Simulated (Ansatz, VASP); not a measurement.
## One calculation of K, two programs

```
K
1.0
     0.00000    3.29155    3.29155
     3.29155    0.00000    3.29155
     3.29155    3.29155    0.00000
K
1
Direct
  0.00000 0.00000 0.00000
```

Alike in both runs: functional PBEsol; k mesh 11 × 11 × 11; occupations fermi-dirac, width 0.1 eV; no spin polarisation.

Ansatz relaxed the structure, and its values are those at the end. VASP's run is a single point on that final structure, the one shown.

|  | VASP | Ansatz |
| --- | --- | --- |
| version | VASP 6.6.1 | Ansatz 0.2.0 |
| potentials or method | VASP PAW PBE potentials, release 64 (K_sv) | PAW with Ansatz's default frozen-core files, scalar-relativistic |
| plane-wave cutoff (eV) | 520 | 420 |
| valence electrons in the cell | 9 | 9 |

|  | VASP | Ansatz | Ansatz less VASP |
| --- | --- | --- | --- |
| pressure (GPa) | 0.0 | 0.0 | +0.01 |

Caveats: the PAW data sets were made with another functional, which shifts forces and pressure a little (VASP).
